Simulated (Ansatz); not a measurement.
## Bands of CO₂

```
C O
1.0
     3.51610    0.00000    0.00000
     0.00000    3.51610    0.00000
     0.00000    0.00000    4.10430
C O
2 4
Direct
  0.00000 0.00000 0.00000
  0.50000 0.50000 0.50000
  0.23000 0.23000 0.00000
  0.27000 0.73000 0.50000
  0.77000 0.77000 0.00000
  0.73000 0.27000 0.50000
```

Atom numbers follow the list: C1, C2, O3, O4, O5, O6.

The geometry is COD entry 1517803, unchecked; take it as a test cell.

These are results of DFT, PBE, all-electron LAPW, scalar-relativistic in Ansatz 0.2.0, not measurements.

Numerical set-up: a Γ-centred 6×6×6 k mesh, Fermi–Dirac smearing of 0.01 eV, basis error target 1 meV/atom, no spin polarisation.

Points in fractions of the reciprocal vectors of this cell: Γ (0, 0, 0), X (0, 0.5, 0), M (0.5, 0.5, 0), Z (0, 0, 0.5), R (0, 0.5, 0.5), A (0.5, 0.5, 0.5). The path joins them by straight lines in the order Γ–X–M–Γ–Z–R–A–Z–X; legs that retrace an earlier one aren't tabulated. Energies are in eV from the top of the valence band.

Question: Is there a gap, and where are the band edges?

Answer: 5.88 eV, indirect from A (0.5, 0.5, 0.5) to Γ.

Question: List the levels between -20 and 8.5 eV at the symmetry points.

Answer: 
Γ: -7.56, -7.53, -6.23, -5.30 (×2), -3.82, -3.62 (×2), -3.40, -1.93, -1.42 (×2), 5.88, 6.58 (×2), 7.36
X: -6.68 (×2), -6.42 (×2), -5.87 (×2), -4.29 (×2), -1.71 (×2), -1.23 (×2), 7.65 (×2), 7.76 (×2)
M: -7.20 (×2), -6.93 (×2), -5.36 (×2), -4.68 (×2), -2.09 (×2), -0.01 (×2), 7.93 (×2), 8.35 (×2)
Z: -7.60 (×2), -4.88 (×2), -4.87 (×2), -4.34 (×2), -2.95 (×2), -1.32 (×2), 7.11 (×2), 7.45 (×2)
R: -7.76 (×2), -6.16 (×2), -4.81 (×2), -3.89 (×2), -2.66 (×2), -0.90 (×2), 7.30 (×2), 8.42 (×2)
A: -8.18 (×2), -7.06 (×2), -5.13 (×2), -3.96 (×2), -1.26 (×2), 0.00 (×2), 6.63 (×2), 8.34 (×2)
